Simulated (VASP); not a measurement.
# Tc (Fm-3m) in VASP: further runs

Aim: see how the results for Tc move with the level of theory and the settings. Levels: PBE, RPBE. Tasks: single point.

All numbers are computed with VASP 6.6.1; they aren't measurements. Logs are shortened: lines on timing, memory, paths and dates and some standing lists are left out, and cuts for length are marked.

## (1) The structure

The structure is cubic, space group Fm-3m (No. 225). Conventional cell: a = 3.900 Å, b = 3.900 Å, c = 3.900 Å, α = 90.00°, β = 90.00°, γ = 90.00°. Tc (site symmetry m-3m) has 12 Tc at 2.76 Å as nearest neighbours.

This isn't the form of Tc at room conditions, which is hcp.

## (2) Single point, PBE (volume scaled by 1.06)

Input file INCAR:

```
SYSTEM = Tc
  PREC = Accurate
  ENCUT = 520
  EDIFF = 1E-6
  ISMEAR = -1
  SIGMA = 0.05
  LREAL = .FALSE.
  LASPH = .TRUE.
  NELM = 100
  ALGO = Normal
  ISIF = 2
  LWAVE = .FALSE.
  LCHARG = .TRUE.
  GGA = PE
  LELF = .TRUE.
  LVHAR = .TRUE.
  NBANDS = 12
```

Input file KPOINTS:

```
Automatic mesh
0
G
  12 12 12
  0 0 0
```

Input file POSCAR:

```
Tc
1.0
    0.0000000000      1.9882450037      1.9882450037
    1.9882450037      0.0000000000      1.9882450037
    1.9882450037      1.9882450037      0.0000000000
Tc
1
Direct
    0.0000000000      0.0000000000      0.0000000000
```

Potentials or basis: VASP PAW PBE potentials, release 64 (Tc_pv).

The run is started by

```console
$ cat potpaw_PBE.64/Tc_pv/POTCAR > POTCAR
$ mpirun -np 1 vasp_std > vasp.out
```

OUTCAR:

```text
SYSTEM = Tc
   PREC = Accurate
   ENCUT = 520
   EDIFF = 1E-6
   ISMEAR = -1
   LREAL = .FALSE.
   LASPH = .TRUE.
   NELM = 100
   ISIF = 2
   GGA = PE

 ion  position               nearest neighbor table
   1  0.000  0.000  0.000-

  LATTYP: Found a face centered cubic cell.
 ALAT       =     3.9764900074

  Lattice vectors:

 A1 = (   0.0000000000,   1.9882450037,   1.9882450037)
 A2 = (   1.9882450037,   0.0000000000,   1.9882450037)
 A3 = (   1.9882450037,   1.9882450037,   0.0000000000)

Analysis of symmetry for initial positions (statically):
=====================================================================
 Subroutine PRICEL returns:
 Original cell was already a primitive cell.

 Routine SETGRP: Setting up the symmetry group for a
 face centered cubic supercell.

 Subroutine GETGRP returns: Found 48 space group operations
 (whereof 48 operations were pure point group operations)
 out of a pool of 48 trial point group operations.

The static configuration has the point symmetry O_h .

Analysis of symmetry for dynamics (positions and initial velocities):
=====================================================================
 Subroutine PRICEL returns:
 Original cell was already a primitive cell.

 Routine SETGRP: Setting up the symmetry group for a
 face centered cubic supercell.

 Subroutine GETGRP returns: Found 48 space group operations
 (whereof 48 operations were pure point group operations)
 out of a pool of 48 trial point group operations.

The dynamic configuration has the point symmetry O_h .

 Subroutine INISYM returns: Found 48 space group operations
 (whereof 48 operations are pure point group operations),
 and found     1 'primitive' translations

----------------------------------------------------------------------------------------

                                     Primitive cell

  volume of cell :      15.7195

  direct lattice vectors                    reciprocal lattice vectors
     0.000000000  1.988245004  1.988245004    -0.251478062  0.251478062  0.251478062
     1.988245004  0.000000000  1.988245004     0.251478062 -0.251478062  0.251478062
     1.988245004  1.988245004  0.000000000     0.251478062  0.251478062 -0.251478062

  length of vectors
     2.811803050  2.811803050  2.811803050     0.435572780  0.435572780  0.435572780

  position of ions in fractional coordinates (direct lattice)
     0.000000000  0.000000000  0.000000000

[... 81 lines left out ...]
   ISIF   =      2    stress and relaxation
   ISYM   =      2    0-nonsym 1-usesym 2-fastsym
   POTIM  = 0.5000    time-step for ionic-motion
   TEBEG  =    0.0;   TEEND  =   0.0 temperature during run
   PSTRESS=    0.0 pullay stress
   NELECT =      13.0000    total number of electrons
   NUPDOWN=      -1.0000    fix difference up-down
   EMIN   =  10.00;   EMAX   =-10.00  energy-range for DOS
   EFERMI =   0.00;   METHOD = LEGACY
   ISMEAR =    -1;   SIGMA  =   0.05  broadening in eV -4-tet -1-fermi 0-gaus
   EFERMI_NEDOS =   21; number of points for ismear=-14 and -15
   IALGO  =     38    algorithm
   IMIX   =      4    mixing-type and parameters
     AMIX     =   0.40;   BMIX     =  1.00
     AMIX_MAG =   1.60;   BMIX_MAG =  1.00
  volume/ion in A,a.u.               =      15.72       106.08
  Fermi-wavevector in a.u.,A,eV,Ry     =   1.536654  2.903855 32.127506  2.361305
  Thomas-Fermi vector in A             =   2.643272
   LORBIT       =      0    0 simple, 1 ext, 2 COOP (PROOUT), +10 PAW based schemes
   GGA     = PE    functional components
   LHFCALC =     F    Hartree Fock is set to
   AEXX    =    0.0000 exact exchange contribution
   IVDW    =     0    specifies the selected vdW correction
   LEPSILON=     F    determine dielectric tensor
   LRPA    =     F    only Hartree local field effects (RPA)
 non-spin polarized calculation
  energy-cutoff  :      520.00
  volume of cell :       15.72
 maximum number of plane-waves:       444
 NGX is ok and might be reduce to    24
   NGX = 11   NGY = 11   NGZ = 11

 number of electron      12.9999999 magnetization

 Free energy of the ion-electron system (eV)
  ---------------------------------------------------
  ext. energy  EPLUGINS =         0.00000000
  ---------------------------------------------------
  free energy    TOTEN  =       -10.19857716 eV

  energy without entropy =      -10.18818875  energy(sigma->0) =      -10.19338296

 E-fermi :  11.3193     XC(G=0): -13.2535

 val. band max:       11.2833279020   @ k =  -0.4167   0.0833   0.0000
 cond. band min:      11.3193495962   @ k =   0.5000   0.2500   0.0000
 fundamental gap:      0.0360216943
 Fermi energy:        11.3192792847

 k-point     1 :       0.0000    0.0000    0.0000
  band No.  band energies     occupation
      1     -27.1859      2.00000
      2     -27.1859      2.00000
      3     -27.1859      2.00000
      4       4.1982      2.00000
      5       9.7095      2.00000
      6       9.7095      2.00000
      7       9.7095      2.00000
      8      11.9957      0.00000
      9      11.9957      0.00000
     10      25.3005      0.00000
     11      30.4373      0.00000
     12      30.4373      0.00000
[... 331 lines left out ...]
 k-point    24 :      -0.4167    0.1667    0.0000
  band No.  band energies     occupation
      1     -28.0362      2.00000
      2     -27.4838      2.00000
      3     -27.3465      2.00000
      4       7.0545      2.00000
      5       8.8317      2.00000
      6      10.2846      2.00000
      7      10.4338      2.00000
      8      13.3918      0.00000
      9      16.4493      0.00000
     10      20.7583      0.00000
     11      26.2064      0.00000
     12      28.7938      0.00000

 [... further k-points ...]

------------------------ aborting loop because EDIFF is reached ----------------------------------------

  FORCE on cell =-STRESS in cart. coord.  units (eV):
  Direction    XX          YY          ZZ          XY          YZ          ZX
  --------------------------------------------------------------------------------------
  -------------------------------------------------------------------------------------
  Total       -2.0103708     -2.0103708     -2.0103708      0.0000000      0.0000000     -0.0000000
  in kB     -204.9024058   -204.9024058   -204.9024058      0.0000000      0.0000000     -0.0000000
  external PRESSURE =    -204.9024058 kB  Pullay stress =       0.0000000 kB

 VOLUME and BASIS-vectors are now :
 -----------------------------------------------------------------------------
  energy-cutoff  :      520.00
  volume of cell :       15.72
      direct lattice vectors                 reciprocal lattice vectors
     0.000000000  1.988245004  1.988245004    -0.251478062  0.251478062  0.251478062
     1.988245004  0.000000000  1.988245004     0.251478062 -0.251478062  0.251478062
     1.988245004  1.988245004  0.000000000     0.251478062  0.251478062 -0.251478062

 POSITION                                       TOTAL-FORCE (eV/Angst)
 -----------------------------------------------------------------------------------
      0.00000      0.00000      0.00000        -0.000000      0.000000      0.000000
 -----------------------------------------------------------------------------------
    total drift:                                0.000000      0.000000     -0.000000

  FREE ENERGIE OF THE ION-ELECTRON SYSTEM (eV)
  ---------------------------------------------------
  free  energy   TOTEN  =       -10.1985771625 eV

  energy  without entropy=      -10.1881887526  energy(sigma->0) =      -10.19338296
```

stdout:

```text
POSCAR found type information on POSCAR Tc
 POSCAR found :  1 types and       1 ions
 scaLAPACK will be used
 LDA part: xc-table for (Slater+PW92), standard interpolation
 POSCAR, INCAR and KPOINTS ok, starting setup
 FFT: planning ... GRIDC
 FFT: planning ... GRID_SOFT
 FFT: planning ... GRID
 WAVECAR not read
 entering main loop
```

Run time: 6.1 s. Hardware: 1 thread of Intel Xeon Platinum 8488C (Sapphire Rapids), shared host; peak memory 0.14 GiB.

What came out:

```
Free energy            : -10.1986 eV
Pressure               : -20.5 GPa
Band gap on the k mesh : none (metal or under the smearing width)
```

Caveat: so large a pressure means that the cell lies far from this level's equilibrium, or that cutoff or potentials fall short.

## (3) Single point, PBE (volume scaled by 0.98)

Input file INCAR:

```
SYSTEM = Tc
PREC     = Accurate       ! precision mode
ENCUT    = 520            ! plane-wave cutoff, eV
EDIFF    = 1E-6           ! SCF threshold, eV
ISMEAR   = -1             ! smearing method
SIGMA    = 0.05           ! smearing width, eV
LREAL    = .False.        ! projectors in reciprocal space
LASPH    = .True.         ! aspherical terms in the spheres
NELM     = 100            ! most SCF steps
ALGO     = Normal         ! electronic algorithm
ISIF     = 2              ! what is computed and relaxed
LWAVE    = .False.        ! write WAVECAR
LCHARG   = .False.        ! write CHGCAR
GGA      = PE             ! functional
NBANDS   = 12             ! bands
```

Input file KPOINTS:

```
regular mesh
0
Gamma
  12 12 12
  0 0 0
```

Input file POSCAR:

```
Tc
1.0
    0.0000000000      1.9369123573      1.9369123573
    1.9369123573      0.0000000000      1.9369123573
    1.9369123573      1.9369123573      0.0000000000
Tc
1
Direct
    0.0000000000      0.0000000000      0.0000000000
```

Potentials or basis: VASP PAW PBE potentials, release 64 (Tc_pv).

The run is started by

```console
$ cat potpaw_PBE.64/Tc_pv/POTCAR > POTCAR
$ mpirun -np 1 vasp_std > vasp.out
```

OUTCAR:

```text
SYSTEM = Tc
   PREC = Accurate
   ENCUT = 520
   EDIFF = 1E-6
   ISMEAR = -1
   LREAL = .False.
   LASPH = .True.
   NELM = 100
   ISIF = 2
   GGA = PE

 ion  position               nearest neighbor table
   1  0.000  0.000  0.000-

  LATTYP: Found a face centered cubic cell.
 ALAT       =     3.8738247146

  Lattice vectors:

 A1 = (   0.0000000000,   1.9369123573,   1.9369123573)
 A2 = (   1.9369123573,   0.0000000000,   1.9369123573)
 A3 = (   1.9369123573,   1.9369123573,   0.0000000000)

Analysis of symmetry for initial positions (statically):
=====================================================================
 Subroutine PRICEL returns:
 Original cell was already a primitive cell.

 Routine SETGRP: Setting up the symmetry group for a
 face centered cubic supercell.

 Subroutine GETGRP returns: Found 48 space group operations
 (whereof 48 operations were pure point group operations)
 out of a pool of 48 trial point group operations.

The static configuration has the point symmetry O_h .

Analysis of symmetry for dynamics (positions and initial velocities):
=====================================================================
 Subroutine PRICEL returns:
 Original cell was already a primitive cell.

 Routine SETGRP: Setting up the symmetry group for a
 face centered cubic supercell.

 Subroutine GETGRP returns: Found 48 space group operations
 (whereof 48 operations were pure point group operations)
 out of a pool of 48 trial point group operations.

The dynamic configuration has the point symmetry O_h .

 Subroutine INISYM returns: Found 48 space group operations
 (whereof 48 operations are pure point group operations),
 and found     1 'primitive' translations

----------------------------------------------------------------------------------------

                                     Primitive cell

  volume of cell :      14.5332

  direct lattice vectors                    reciprocal lattice vectors
     0.000000000  1.936912357  1.936912357    -0.258142811  0.258142811  0.258142811
     1.936912357  0.000000000  1.936912357     0.258142811 -0.258142811  0.258142811
     1.936912357  1.936912357  0.000000000     0.258142811  0.258142811 -0.258142811

  length of vectors
     2.739207725  2.739207725  2.739207725     0.447116464  0.447116464  0.447116464

  position of ions in fractional coordinates (direct lattice)
     0.000000000  0.000000000  0.000000000

  ion indices of the primitive-cell ions
   primitive index   ion index
                 1           1

----------------------------------------------------------------------------------------

 KPOINTS: regular mesh

Automatic generation of k-mesh.
 Grid dimensions read from file:
 generate k-points for:   12   12   12

 Generating k-lattice:

  Cartesian coordinates                     Fractional coordinates (reciprocal lattice)
    -0.021511901  0.021511901  0.021511901     0.083333333  0.000000000  0.000000000
     0.021511901 -0.021511901  0.021511901     0.000000000  0.083333333  0.000000000
     0.021511901  0.021511901 -0.021511901     0.000000000  0.000000000  0.083333333

  Length of vectors
     0.037259705  0.037259705  0.037259705

  Shift w.r.t. Gamma in fractional coordinates (k-lattice)
     0.000000000  0.000000000  0.000000000

 Subroutine IBZKPT returns following result:
 ===========================================

 Found     72 irreducible k-points:

 Following reciprocal coordinates:
            Coordinates               Weight
  0.000000  0.000000  0.000000      1.000000
  0.083333  0.000000  0.000000      8.000000
  0.166667  0.000000  0.000000      8.000000
  0.250000  0.000000  0.000000      8.000000
  0.333333  0.000000  0.000000      8.000000
  0.416667  0.000000  0.000000      8.000000
[... 16 lines left out ...]
  0.500000  0.166667  0.000000     24.000000
 -0.416667  0.166667  0.000000     24.000000
 [... further k-points ...]
   k-points           NKPTS =     72   k-points in BZ     NKDIM =     72   number of bands    NBANDS=     12
   number of dos      NEDOS =    301   number of ions     NIONS =      1
   total plane-waves  NPLWV =   8000
   dimension x,y,z NGX =    20 NGY =   20 NGZ =   20
   dimension x,y,z NGXF=    40 NGYF=   40 NGZF=   40
   ions per type =               1
   NGX,Y,Z   is equivalent  to a cutoff of  12.14, 12.14, 12.14 a.u.
   NGXF,Y,Z  is equivalent  to a cutoff of  24.28, 24.28, 24.28 a.u.
 SYSTEM =  Tc
   PREC   = accura    normal or accurate (medium, high low for compatibility)
   ISTART =      0    job   : 0-new  1-cont  2-samecut
   ICHARG =      2    charge: 1-file 2-atom 10-const
   ISPIN  =      1    spin polarized calculation?
   LNONCOLLINEAR =      F non collinear calculations
   LSORBIT =      F    spin-orbit coupling
   LASPH  =      T    aspherical Exc in radial PAW
   ENCUT  =  520.0 eV  38.22 Ry    6.18 a.u.   5.09  5.09  5.09*2*pi/ulx,y,z
   NELM   =    100;   NELMIN=  2; NELMDL= -5     # of ELM steps
   EDIFF  = 0.1E-05   stopping-criterion for ELM
   LREAL  =      F    real-space projection
   EDIFFG = 0.1E-04   stopping-criterion for IOM
   NSW    =      0    number of steps for IOM
   IBRION =     -1    ionic relax: 0-MD 1-quasi-New 2-CG
   NFREE  =      0    steps in history (QN), initial steepest desc. (CG)
   ISIF   =      2    stress and relaxation
   ISYM   =      2    0-nonsym 1-usesym 2-fastsym
   POTIM  = 0.5000    time-step for ionic-motion
   TEBEG  =    0.0;   TEEND  =   0.0 temperature during run
   PSTRESS=    0.0 pullay stress
   NELECT =      13.0000    total number of electrons
   NUPDOWN=      -1.0000    fix difference up-down
   EMIN   =  10.00;   EMAX   =-10.00  energy-range for DOS
   EFERMI =   0.00;   METHOD = LEGACY
   ISMEAR =    -1;   SIGMA  =   0.05  broadening in eV -4-tet -1-fermi 0-gaus
   EFERMI_NEDOS =   21; number of points for ismear=-14 and -15
   IALGO  =     38    algorithm
   IMIX   =      4    mixing-type and parameters
     AMIX     =   0.40;   BMIX     =  1.00
     AMIX_MAG =   1.60;   BMIX_MAG =  1.00
  volume/ion in A,a.u.               =      14.53        98.07
  Fermi-wavevector in a.u.,A,eV,Ry     =   1.577379  2.980814 33.852977  2.488124
  Thomas-Fermi vector in A             =   2.678070
   LORBIT       =      0    0 simple, 1 ext, 2 COOP (PROOUT), +10 PAW based schemes
   GGA     = PE    functional components
   LHFCALC =     F    Hartree Fock is set to
   AEXX    =    0.0000 exact exchange contribution
   IVDW    =     0    specifies the selected vdW correction
   LEPSILON=     F    determine dielectric tensor
   LRPA    =     F    only Hartree local field effects (RPA)
 non-spin polarized calculation
  energy-cutoff  :      520.00
  volume of cell :       14.53
 maximum number of plane-waves:       399
   NGX = 11   NGY = 11   NGZ = 11

 number of electron      12.9999999 magnetization

 Free energy of the ion-electron system (eV)
  ---------------------------------------------------
  ext. energy  EPLUGINS =         0.00000000
  ---------------------------------------------------
  free energy    TOTEN  =       -10.28269710 eV

  energy without entropy =      -10.27278911  energy(sigma->0) =      -10.27774310

 E-fermi :  12.6264     XC(G=0): -13.7086

 val. band max:       12.6055462984   @ k =   0.5000   0.2500   0.0000
 cond. band min:      12.6431675483   @ k =  -0.4167   0.0833   0.0000
 fundamental gap:      0.0376212499
 Fermi energy:        12.6264109309

 k-point     1 :       0.0000    0.0000    0.0000
  band No.  band energies     occupation
      1     -25.7915      2.00000
      2     -25.7915      2.00000
      3     -25.7915      2.00000
      4       5.1359      2.00000
      5      10.8107      2.00000
      6      10.8107      2.00000
      7      10.8107      2.00000
      8      13.3893      0.00000
      9      13.3893      0.00000
     10      26.5982      0.00000
     11      32.1390      0.00000
     12      32.1390      0.00000
[... 331 lines left out ...]
 k-point    24 :      -0.4167    0.1667    0.0000
  band No.  band energies     occupation
      1     -26.8951      2.00000
      2     -26.1770      2.00000
      3     -25.9972      2.00000
      4       7.9491      2.00000
      5       9.8165      2.00000
      6      11.4421      2.00000
      7      11.6966      2.00000
      8      14.9549      0.00000
      9      18.2783      0.00000
     10      23.0063      0.00000
     11      27.9147      0.00000
     12      30.9198      0.00000

 [... further k-points ...]

------------------------ aborting loop because EDIFF is reached ----------------------------------------

  FORCE on cell =-STRESS in cart. coord.  units (eV):
  Direction    XX          YY          ZZ          XY          YZ          ZX
  --------------------------------------------------------------------------------------
  -------------------------------------------------------------------------------------
  Total       -0.1042474     -0.1042474     -0.1042474      0.0000000     -0.0000000      0.0000000
  in kB      -11.4925408    -11.4925408    -11.4925408      0.0000000     -0.0000000      0.0000000
  external PRESSURE =     -11.4925408 kB  Pullay stress =       0.0000000 kB

 VOLUME and BASIS-vectors are now :
 -----------------------------------------------------------------------------
  energy-cutoff  :      520.00
  volume of cell :       14.53
      direct lattice vectors                 reciprocal lattice vectors
     0.000000000  1.936912357  1.936912357    -0.258142811  0.258142811  0.258142811
     1.936912357  0.000000000  1.936912357     0.258142811 -0.258142811  0.258142811
     1.936912357  1.936912357  0.000000000     0.258142811  0.258142811 -0.258142811

 POSITION                                       TOTAL-FORCE (eV/Angst)
 -----------------------------------------------------------------------------------
      0.00000      0.00000      0.00000        -0.000000     -0.000000     -0.000000
 -----------------------------------------------------------------------------------
    total drift:                                0.000000     -0.000000      0.000000

  FREE ENERGIE OF THE ION-ELECTRON SYSTEM (eV)
  ---------------------------------------------------
  free  energy   TOTEN  =       -10.2826970977 eV

  energy  without entropy=      -10.2727891122  energy(sigma->0) =      -10.27774310
```

Wall time 8.1 s (1 thread of Intel Xeon Platinum 8488C (Sapphire Rapids), shared host); peak memory 0.12 GiB.

What came out:

| Property | Result |
| --- | --- |
| Free energy | -10.2827 eV |
| Pressure | -1.1 GPa |
| Band gap on the k mesh | none (metal or under the smearing width) |

(Continued in part 2 of 2.)
